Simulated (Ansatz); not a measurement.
Comparing deformations in NaCl

Theory: DFT PBEsol, scalar-relativistic, plane waves, PAW in Ansatz. Cutoff 420 eV, Γ-centred 8×8×8 k-points, Gaussian smearing of 0.05 eV. No spin polarisation. Energies are free energies at this smearing, counted from the undisturbed cell; pressure is positive in compression.

The starting cell (as given, not relaxed at this level; it stands at -0.8 GPa):

```xyz
2
Lattice="0.0000 2.8317 2.8317 2.8317 0.0000 2.8317 2.8317 2.8317 0.0000" Properties=species:S:1:pos:R:3 pbc="T T T"
Na    0.0000    0.0000    0.0000
Cl    2.8317    2.8317    2.8317
```

The cell is strained by ε times a Voigt pattern (xx, yy, zz, yz, xz, xy; engineering shear) with fractional coordinates fixed. τ = (1/V0) dE/dε comes from the stress tensor. Of each scan, only the three points used here are listed.

| pattern | ε | τ (GPa) |
| --- | --- | --- |
| (0, 1, 0, 0, 0, 0) | -0.0050 | 0.545 |
| (0, 1, 0, 0, 0, 0) | 0.0000 | 0.783 |
| (0, 1, 0, 0, 0, 0) | 0.0050 | 1.005 |
| (1, -1, 0, 0, 0, 0) | -0.0125 | -0.88 |
| (1, -1, 0, 0, 0, 0) | 0.0000 | 0.00 |
| (1, -1, 0, 0, 0, 0) | 0.0125 | 0.88 |
| (0, 0, 0, 0, 1, 0) | -0.0125 | -0.144 |
| (0, 0, 0, 0, 1, 0) | 0.0000 | 0.000 |
| (0, 0, 0, 0, 1, 0) | 0.0125 | 0.144 |

**Question.** Which constants do the scans give, and which deformation costs least for the same size of strain tensor?

**Answer.** The slope dτ/dε at zero (parabola through three points) is pᵀCp: (0, 1, 0, 0, 0, 0) gives C11 = 46 GPa; (1, -1, 0, 0, 0, 0) gives 2(C11 − C12) = 70 GPa; (0, 0, 0, 0, 1, 0) gives C44 = 11.5 GPa. The size of the strain tensor, ε:ε, is ε² times 1.0, 2.0, 0.5. Per unit of it the stiffnesses are 46, 35, 23.0 GPa, so (0, 0, 0, 0, 1, 0) is the softest of these: at ε:ε = (1 %)² the quadratic term costs 0.16 meV/atom against 0.33 for the stiffest. The starting stress shifts them by about its own size.

**Question.** What else follows for this cubic crystal?

**Answer.** From the unrounded slopes C11 = 46.0 and C12 = 10.8 GPa, so B = (C11 + 2 C12)/3 = 23 GPa and the Poisson ratio for a pull along a cube edge is C12/(C11 + C12) = 0.19.

**Question.** How anisotropic is this cubic crystal?

**Answer.** Zener's ratio 2 C44/(C11 − C12) = 0.65; it is 1 for an isotropic solid.